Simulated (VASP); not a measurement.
**From VASP inputs to Ansatz: BeTe (strained zincblende)**

INCAR

```
ISIF = 2
NELM = 120
NBANDS = 11
ENCUT = 520
PREC = Accurate
ISMEAR = -1
EDIFF = 1E-7
LWAVE = .FALSE.
IBRION = -1
LCHARG = .FALSE.
LASPH = .TRUE.
NSW = 0
GGA = PE
SIGMA = 0.02
LREAL = .FALSE.
```

KPOINTS

```
KPOINTS created by Atomic Simulation Environment
0
Gamma
8 8 8
0 0 0
```

KPOINTS_OPT

```
special points
7
Reciprocal
0.0000000000 0.0000000000 0.0000000000 1
-0.5000000000 -0.5000000000 0.0000000000 1
-0.3750000000 -0.3750000000 0.2500000000 1
-0.3750000000 0.0000000000 0.3750000000 1
0.0000000000 0.0000000000 0.5000000000 1
-0.5000000000 -0.2500000000 0.2500000000 1
0.0000000000 0.5000000000 0.5000000000 1
```

POSCAR

```
Be Te
 1.0000000000000000
     0.0000000000000000    2.9171595482999999    2.9171595482999999
     2.9171595482999999    0.0000000000000000    2.9171595482999999
     2.9171595482999999    2.9171595482999999    0.0000000000000000
 Be  Te
   1   1
Cartesian
  0.0000000000000000  0.0000000000000000  0.0000000000000000
  1.4585797741500000  1.4585797741500000  1.4585797741500000
```

VASP ran with the recommended PBE PAW datasets (8 valence electrons in the cell).

Q: Translate these files to an Ansatz input.

A: 

```yaml
crystal:
  lattice:
    - [0.0, 2.9171595483, 2.9171595483]
    - [2.9171595483, 0.0, 2.9171595483]
    - [2.9171595483, 2.9171595483, 0.0]
  atoms:
    - { symbol: Be, position: [0.0, 0.0, 0.0] }
    - { symbol: Te, position: [0.25, 0.25, 0.25] }
kpoints:
  mp_grid: { grid: [8, 8, 8] }
  band_path:
    path:
      - [0.0, 0.0, 0.0]
      - [-0.5, -0.5, 0.0]
      - [-0.375, -0.375, 0.25]
      - [-0.375, 0.0, 0.375]
      - [0.0, 0.0, 0.5]
      - [-0.5, -0.25, 0.25]
      - [0.0, 0.5, 0.5]
    npoints: 1
hamiltonian:
  xc: pbe
scf:
  occupations: { method: fermi_dirac, width: 0.02 }
  n_extra_bands: 4
output:
  forces: true
  stress: true
  eigenvalues: true
```

Other inputs would serve too.

```csv
,VASP,Ansatz
gap between bands v and c,2.21 eV,2.22 eV
least direct gap,3.08 eV,3.09 eV
pressure,-4.1 GPa,-4.2 GPa
```

The two codes use different PAW datasets and cutoffs. VASP's cell holds 8 valence electrons and Ansatz's 18. Ansatz's stress includes a Pulay correction; VASP's doesn't.
